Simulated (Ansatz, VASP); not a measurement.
One calculation of Na, two programs

```
CELL_PARAMETERS angstrom
0.00000 3.78516 3.78516
3.78516 0.00000 3.78516
3.78516 3.78516 0.00000
ATOMIC_POSITIONS crystal
Na 0.12500 0.12500 0.12500
Na 0.87500 0.87500 0.87500
```

Alike in both runs: functional PBE; k mesh 8 × 8 × 8; occupations fermi-dirac, width 0.1 eV; no spin polarisation.

Ansatz relaxed the structure, and its values are those at the end. VASP's run is a single point on that final structure, the one shown.

|  | VASP | Ansatz |
| --- | --- | --- |
| version | VASP 6.6.1 | Ansatz 0.2.0 |
| potentials or method | VASP PAW PBE potentials, release 64 (Na_pv) | plane waves (420 eV) with PAW, scalar-relativistic |
| plane-wave cutoff (eV) | 520 | 420 |
| valence electrons in the cell | 14 | 18 |

|  | VASP | Ansatz | Ansatz less VASP |
| --- | --- | --- | --- |
| pressure (GPa) | 0.0 | 0.0 | -0.01 |

With one functional, cell and mesh, what is left measures potentials, basis and numerics. The two sets of potentials don't hold the same shells in valence.
